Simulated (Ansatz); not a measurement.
`[NH2][Al]([NH2])[NH2]` + `N=C(O)Br` → `[NH2][Al]([NH2])[Br]` + `N=C(N)O`  (formal exchange of groups at the Al–N bond)

Computed with Ansatz on PBE0-D4/def2-TZVP structures; ΔE is electronic, products minus reactants. CBS: MP2 limit from def2 TZ/QZ plus the TZ coupled-cluster correction, frozen cores. DFT in def2-TZVPP. For Br outer-core shells are correlated without core-valence functions, which leaves a few kJ/mol of doubt a bond. Scalar relativity is left out up to krypton. Each species was taken in one conformer, which may not be the lowest.

CCSD(T)/CBS gives -34.5 kcal/mol.

**Question.** Another level gave -35.9 kcal/mol. Which?
A. HF/def2-TZVPP
B. B2PLYP/def2-TZVPP
C. CAM-B3LYP/def2-TZVPP
D. r2SCAN0-D4/def2-TZVPP

**Answer.** C. CAM-B3LYP -35.9, B2PLYP -34.7, r2SCAN0-D4 -38.2, HF/def2-TZVPP -42.3 kcal/mol.

Largest T1 diagnostic among the species: 0.013.

At CCSD(T), def2-SVP lies −5.4 kcal/mol from the extrapolated value and def2-TZVPP +0.2 kcal/mol. Leaving LDA and LC-ωPBE aside and taking each functional with its dispersion term where it has one, the values, not all of them listed here, spread over 6.7 kcal/mol, from r2SCAN0-D4 to BLYP-D4. LDA lies −1.9 kcal/mol from PBE without D4. From BLYP to BHLYP (50 % exact exchange), in def2-TZVPP and without D4, ΔE moves by −6.2 kcal/mol.

CCSD(T)/CBS has its own doubt, a few kJ/mol and more with outer-core shells, so smaller differences from it don't rank the levels.
